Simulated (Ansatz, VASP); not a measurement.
# InP in two plane-wave programs, part 2 of 2

Aim: how closely do two programs agree when they are given the same cell, functional and k mesh? The cell is taken from a series of runs on this material, whose earlier steps may have relaxed, scaled, displaced or heated it; both programs get it as it stands.

VASP 6.6.1 and Ansatz 0.2.0.

So far. Step 2 (VASP: single point, HSE06): The run ends at a pressure of -0.53 GPa.

## Step 3: Ansatz: single point, HSE06

Level of this step: Ansatz beside VASP: Kohn-Sham DFT, plane waves, HSE06 (Ansatz).

Ansatz runs on its PAW soft_1 files.

The same cell, functional, mesh and smearing now go to Ansatz.

File input.yaml:

```yaml
crystal:
  lattice:
    - [4.23997068, 0.0, 0.0]
    - [0.0, 4.23997068, 0.0]
    - [0.0, 0.0, 5.7434358045]
  atoms:
    - { symbol: In, position: [0.0, 0.0, 0.0] }
    - { symbol: In, position: [0.5, 0.5, 0.5] }
    - { symbol: P, position: [0.5, 0.0, 0.75] }
    - { symbol: P, position: [1.0, 0.5, 0.25] }
kpoints:
  mp_grid: { grid: [5, 5, 3] }
scf:
  occupations: { method: fermi_dirac, width: 0.02 }
hamiltonian:
  xc: hse06
  pseudopotentials: { kind: paw, azcp: { folder: soft_1 } }
basis:
  ecutwfc: 600
output:
  forces: true
  stress: true
```

On the command line:

```bash
$ ansatz run input.yaml --threads 8 --pin off --max-ram 18432MiB --backend cpu --events-out ev --progress --plain --runs-dir out
```

Numbers of over 12 decimals in the logs are rounded to 6 here.

What it wrote:

```text
Warning: output.stress: scf.convergence.dr2_threshold = 1e-7 eV (the SCF's general default) is looser than the 4e-10 eV advised for a printed stress (1e-10 eV for each atom of the cell: 4). What an SCF threshold leaves in a stress goes as its square root, and in the free energy as the threshold itself, and one threshold admits the most on a small cell: [figures from the program's tests cut] Set scf.convergence.dr2_threshold to 4e-10 eV or tighter. The threshold is an SCF's pass mark: one that does not reach it within its budget of iterations ends unconverged, or closes short of it on a stop that the run arms, and scf.convergence.dr2_threshold's page says what that costs each kind of run
Warning: output.stress: scf.exx.energy_threshold = 1e-6 eV is looser than the 4e-8 eV advised for a stress under a hybrid functional (1e-8 eV for each atom of the cell: 4). Every SCF of the exchange loop can meet its threshold on dr2 while the loop round them stops early: no threshold on dr2 bounds what that leaves in the stress. Set scf.exx.energy_threshold to 4e-8 eV or tighter. The threshold is the loop's pass mark: a loop that does not reach it within its budget of cycles ends unconverged, and scf.exx.energy_threshold's page has the law
Engine: ansatz 0.2.0, aarch64-unknown-linux-gnu
Pseudopotentials: kind: paw
Pseudopotential: In, paw, valence charge 13, recommended cutoff 420 eV (normal), soft_1/In.paw.azcp
Pseudopotential: P, paw, valence charge 5, recommended cutoff 420 eV (normal), soft_1/P.paw.azcp
Functional definition: HSE06
  parameter a = 0.25
  parameter omega = 0.11/bohr
  exchange = pbe_x - a*pbe_x_sr(omega) + a*exact_x_sr(omega)
  correlation = pbe_c
Crystal: 4 atoms, lattice volume = 103.252 Å³
Basis set: ecut = 600 eV, 3475 PW (Γ), exchange–correlation on 72×72×96 points (8 copies of the dense FFT grid, shifted against one another)
Bands: 22, of which v1, the nominal top of the filled ones, is band 18 counted from 1 (17 counted from 0)
Symmetry: 16 space group operations
Space group: I-4m2 (ITA 119), of the structure as read, at distance tolerance 4.7e-5 Å
k-points: 12 of 75 (time reversal used)
Non-local potential: In, projectors of the file, l = 0: 2, l = 1: 2, l = 2: 2, l = 3: 1
Non-local potential: P, projectors of the file, l = 0: 2, l = 1: 2, l = 2: 1
PAW form: soft (Blöchl's): semilocal exchange-correlation on the pseudo side does not see the compensation charge
PAW frozen core: In, regenerated for the run's functional, and the local potential with it (the file was generated under x = pbe(κ = 0.804, μ = 0.219515), c = pbe(β = 0.066725))
PAW frozen core: P, regenerated for the run's functional, and the local potential with it (the file was generated under x = pbe(κ = 0.804, μ = 0.219515), c = pbe(β = 0.066725))
PAW one-centre angular grid: In, 590 points (default); XC on 64 Gauss nodes
PAW one-centre angular grid: P, 110 points (default); XC on 64 Gauss nodes
Initial density: superposition of atomic densities (chi_scale 0.1, normalization cell, long waves kept (reshape's long-wave potential 0.00 eV rms))
Initial wavefunctions: pseudopotential atomic-orbital guess
Functional: x = pbe(κ = 0.804, μ = 0.219515), c = pbe(β = 0.066725), warm-up for x = pbe(κ = 0.804, μ = 0.219515) + 0.25 (exact − pbe) at short range (hse, ω = 0.207870 Å⁻¹), c = pbe(β = 0.066725); HSE06 as pw.x's `hse` composes it (authors' and Libxc's form: `xc: wpbeh`)
SCF iter   1: F=—  HF=-12708.442203 eV  |F-HF|=—  |Δ(HF+E_count)|=         —  Δρ=3.33e-2  dr2=1.64e0  ethr=1.00e-1  ⟨swp⟩=4.3  Hψ=779  notcnv=0
preconditioner: auto → none  [insulator: Δε(μ)=0.735 eV  Ē_g=13.013 eV  σ=0.020 eV  W_gap=1.00  n_scr=20 (ndim 8)  ℏωp=21.9 eV  f_vac=0.000  D(μ)=0.00/eV (n_scr^D=0)]
SCF iter   2: F=—  HF=-12708.109739 eV  |F-HF|=—  |Δ(HF+E_count)|=   3.32e-1  Δρ=1.60e-2  dr2=2.26e-1  ethr=4.56e-3  ⟨swp⟩=4.1  Hψ=669  notcnv=0  defer=1
iter 3 solved again at ethr=1.56e-5 eV; its pass at ethr=6.27e-4 eV (dr2=5.63e-3 eV) is discarded
SCF iter   3: F=—  HF=-12708.104549 eV  |F-HF|=—  |Δ(HF+E_count)|=   5.19e-3  Δρ=2.66e-3  dr2=5.53e-3  ethr=1.56e-5  ⟨swp⟩=5.3  Hψ=1620  notcnv=0  defer=4
SCF iter   4: F=—  HF=-12708.104863 eV  |F-HF|=—  |Δ(HF+E_count)|=   3.14e-4  Δρ=8.73e-4  dr2=6.13e-4  ethr=1.54e-5  ⟨swp⟩=3.7  Hψ=780  notcnv=0  defer=3
SCF iter   5: F=—  HF=-12708.104676 eV  |F-HF|=—  |Δ(HF+E_count)|=   1.87e-4  Δρ=1.71e-4  dr2=4.79e-5  ethr=1.70e-6  ⟨swp⟩=3.4  Hψ=702  notcnv=0  defer=3
SCF iter   6: F=-12708.104663 eV  HF=-12708.104662 eV  |F-HF|=1.60e-6  |Δ(HF+E_count)|=   1.45e-5  Δρ=4.75e-5  dr2=1.65e-6  ethr=1.33e-7  ⟨swp⟩=3.8  Hψ=634  notcnv=0  defer=3
SCF 1 stopped early in 6 iterations: F = -12708.104663 eV  dr2 = 1.65e-6
  greatest PAW one-centre occupation: 0.981 electrons in one spin orbital (limit 2), on the In atom at site 1 (counted from 0), in its partial waves of l = 2
Initial density: handed on by an earlier stage of this run
Initial wavefunctions: those handed on with the density
Functional: x = pbe(κ = 0.804, μ = 0.219515) + 0.25 (exact − pbe) at short range (hse, ω = 0.207870 Å⁻¹), c = pbe(β = 0.066725); HSE06 as pw.x's `hse` composes it (authors' and Libxc's form: `xc: wpbeh`)
Exchange kernel: α = 0.2500, screened, ω = 0.2079 Å⁻¹, Wigner–Seitz truncation, v(0) = 1044.1380 eV·Å³, q-mesh 5×5×3, nearest image of the exchange supercell L = 17.23 Å, pair-density grid 24×24×30, without the augmentation charges, whose exchange is taken in its separable form by FFT convolution over the k-point mesh (sized by the pseudopotential files, 36×36×45 at the most), smooth part of the exact exchange by density-matrix convolution
Frozen-core exchange: fock
SCF iter   1: F=—  HF=-12717.124213 eV  |F-HF|=—  |Δ(HF+E_count)|=         —  Δρ=4.76e-3  dr2=1.48e-2  ethr=4.60e-8  ⟨swp⟩=12.1  Hψ=1935  notcnv=0
preconditioner: auto → none  [insulator: Δε(μ)=1.133 eV  Ē_g=15.190 eV  σ=0.020 eV  W_gap=1.00  n_scr=20 (ndim 8)  ℏωp=21.9 eV  f_vac=0.017  D(μ)=0.00/eV (n_scr^D=0)]
SCF iter   2: F=—  HF=-12717.119865 eV  |F-HF|=—  |Δ(HF+E_count)|=   4.35e-3  Δρ=1.21e-3  dr2=3.16e-3  ethr=4.60e-8  ⟨swp⟩=6.2  Hψ=1250  notcnv=0
SCF iter   3: F=—  HF=-12717.131604 eV  |F-HF|=—  |Δ(HF+E_count)|=   1.17e-2  Δρ=8.59e-4  dr2=5.35e-4  ethr=4.60e-8  ⟨swp⟩=7.2  Hψ=1327  notcnv=0
SCF iter   4: F=—  HF=-12717.131453 eV  |F-HF|=—  |Δ(HF+E_count)|=   1.52e-4  Δρ=8.37e-5  dr2=2.98e-5  ethr=4.60e-8  ⟨swp⟩=4.0  Hψ=911  notcnv=0
SCF iter   5: F=-12717.131668 eV  HF=-12717.131670 eV  |F-HF|=2.21e-6  |Δ(HF+E_count)|=   2.17e-4  Δρ=9.26e-5  dr2=5.44e-6  ethr=2.32e-8  ⟨swp⟩=5.4  Hψ=907  notcnv=0
SCF 2 stopped early in 5 iterations: F = -12717.131668 eV  dr2 = 5.44e-6
  greatest PAW one-centre occupation: 0.983 electrons in one spin orbital (limit 2), on the In atom at site 1 (counted from 0), in its partial waves of l = 2
hybrid outer 1: dexx = +1.352e-2 eV, tail = 2.72e-5 eV
Exchange kernel: α = 0.2500, screened, ω = 0.2079 Å⁻¹, Wigner–Seitz truncation, v(0) = 1044.1380 eV·Å³, q-mesh 5×5×3, nearest image of the exchange supercell L = 17.23 Å, pair-density grid 24×24×30, without the augmentation charges, whose exchange is taken in its separable form by FFT convolution over the k-point mesh (sized by the pseudopotential files, 36×36×45 at the most), smooth part of the exact exchange by density-matrix convolution
Frozen-core exchange: fock
SCF iter   1: F=—  HF=-12717.131289 eV  |F-HF|=—  |Δ(HF+E_count)|=         —  Δρ=3.73e-5  dr2=1.76e-6  ethr=3.78e-7  ⟨swp⟩=5.8  Hψ=643  notcnv=0
preconditioner: auto → none  [insulator: Δε(μ)=1.199 eV  Ē_g=15.162 eV  σ=0.020 eV  W_gap=1.00  n_scr=20 (ndim 8)  ℏωp=21.9 eV  f_vac=0.017  D(μ)=0.00/eV (n_scr^D=0)]
SCF iter   2: F=—  HF=-12717.131289 eV  |F-HF|=—  |Δ(HF+E_count)|=   1.46e-7  Δρ=1.21e-5  dr2=2.84e-7  ethr=3.86e-9  ⟨swp⟩=4.2  Hψ=820  notcnv=0
SCF iter   3: F=—  HF=-12717.131290 eV  |F-HF|=—  |Δ(HF+E_count)|=   3.66e-7  Δρ=7.45e-6  dr2=5.61e-8  ethr=6.31e-10  ⟨swp⟩=4.7  Hψ=781  notcnv=0
SCF iter   4: F=—  HF=-12717.131290 eV  |F-HF|=—  |Δ(HF+E_count)|=   9.46e-9  Δρ=3.22e-6  dr2=1.31e-8  ethr=1.31e-10  ⟨swp⟩=3.2  Hψ=644  notcnv=0
SCF iter   5: F=-12717.131290 eV  HF=-12717.131290 eV  |F-HF|=5.28e-11  |Δ(HF+E_count)|=   1.66e-9  Δρ=7.80e-7  dr2=5.31e-9  ethr=2.50e-11  ⟨swp⟩=3.3  Hψ=638  notcnv=0  defer=1
SCF 3 converged in 5 iterations: F = -12717.131290 eV  dr2 = 5.31e-9
  Residual-converged pass: ⟨swp⟩=3.2  Hψ=672  notcnv=0  max |occ|·‖R‖ = 2.4e-6 eV (tolerance 2.4e-6 eV)  dr2=5.26e-9  dr2_onsite=1.72e-10  max |Δocc| = 3.8e-22
hybrid outer 2: dexx = +4.486e-7 eV, tail = 1.37e-8 eV, Δε = 1.12e-3 eV (about 4.02e-5 eV left of the loop's levels)
hybrid SCF converged: 2 outer / 10 inner (+6 warm-up), last move |dexx| = 4.49e-7 eV, tail = 1.37e-8 eV
Stability not checked: this state was not tested for a lower state beside it, because the functional holds exact exchange (a hybrid, or Hartree-Fock), whose exchange loop this test does not read (fock_operator; see scf.lower_state_search)
Free energy (F): -12717.131290 eV
Frozen-core exchange: fock
Harris-Foulkes:  -12717.131290 eV  (|F-HF|=5.28e-11)
Internal energy: -12717.131290 eV  (E = F + TS)
E sigma→0 (E₀):  -12717.131290 eV
Fermi energy:    7.032107 eV
--- Per-component energies (eV) ---
  E_band       = -168.965742
  E_kinetic    = 574.266576
  E_local      = -2690.839218  (includes V_loc(G=0)·N_el)
  E_nonlocal   = 715.584285
  E_hartree    = 1081.860029
  E_xc         = -345.185138
  E_vxc        = -240.827854  (∫ρ·V_xc dr)
  E_exx        = -80.829946  (= α·E_x^exact, valence–valence)
  E_paw        = -9551.522847  (= ΣΔE_a)
  E_vpaw       = -529.209763  (= ΣTr[D̂ρ^β])
  E_aug_tail   = -0.000138  (compensation charges beyond the density's cutoff)
  E_ewald      = -2421.336046
  E_core_change = 0.871151  (= ΣΔE_core)
  E_smearing   = -0.000000  (= −TS)
  E_closure    = 0.000003  (closes the sum)
  Σ components = -12717.131290   (vs F -12717.131290, Δ=0.00e0)
--- Forces (eV/Å), atoms counted from 1 ---
  atom   1  In    -0.00000000    -0.00000000    -0.00000000
  atom   2  In     0.00000000    -0.00000000     0.00000000
  atom   3  P      0.00000000     0.00000000    -0.00000000
  atom   4  P      0.00000000     0.00000000    -0.00000000
  max |Σ_I F_I| component: 8.67e-17 eV/Å
--- Stress (GPa, compression-positive) ---
       -0.923034       0.000000      -0.000000
        0.000000      -0.923034       0.000000
       -0.000000       0.000000       0.786810
  P = ⅓ Tr σ = -0.3531 GPa (-3.531 kbar)
--- Band table (eV; the first three rows and the last of 12) ---
  k-point 0: bands = [... 14 lower, 3.6824, 6.2302, 6.2302, 6.4328, 7.6315]
  k-point 1: bands = [... 14 lower, 4.1571, 4.1989, 5.3599, 5.3599, 8.8380]
  k-point 2: bands = [... 14 lower, 3.9458, 4.2410, 5.6779, 6.0513, 9.0063]
  k-point 11: bands = [... 14 lower, 2.8065, 3.2894, 3.9561, 4.2196, 9.8278]
  guard bands above this table: 3 of the run's 22 bands. The solve was not asked for them (output.publish_guard_bands: true or output.eigenvalues: true publishes all)
```

Reading the cycles: dr2 is the Hartree energy of the density residual (eV), the measure of convergence; HF is the Harris–Foulkes estimate of the energy, which meets the free energy F at convergence.

The run ends at a pressure of -0.35 GPa.

## Step 4: Side by side

Known differences besides the potentials themselves: exact exchange at q = 0 is treated differently, which shows on coarse meshes; VASP keeps PBE cores, Ansatz makes them for the functional; the cutoff is 600 eV in Ansatz and 400 eV in VASP; VASP takes a coarser grid for exact exchange (PRECFOCK = Fast). Total energies have different zeros and are not compared.

Compared:

| quantity | Ansatz | VASP | difference |
| --- | --- | --- | --- |
| pressure (GPa) | -0.35 | -0.53 | +0.18 |
| gap on the k mesh (eV) | 1.199 | 1.199 | -0.001 |

A gap on the mesh is an upper bound, since the band edges may lie between its points.

## Step 5: Summary of results

| Property | Result |
| --- | --- |
| difference in gap on the k mesh (single point, HSE06) | -5.8e-4 eV |

**Reading.** The difference in gap on the k mesh is -5.8e-4 eV (single point, HSE06), within the 0.08 eV picked in this series as the mark of a large difference. Such differences can come from data sets, numerical settings and the points named under the comparisons, not from the functional's error against experiment.

[Lines on the potential files, build, host, timing and source positions are cut from VASP's logs without a mark.]

[Logs are printed without paths, hosts, clocks, repeated set-up lines and the standing remarks that a program may print on its own settings, such as how far it seeks lower states.]

[Hosts, paths, dates, database ids (printed as entryN), source tags and the programs' standing remarks are cut or masked in the printed files.]
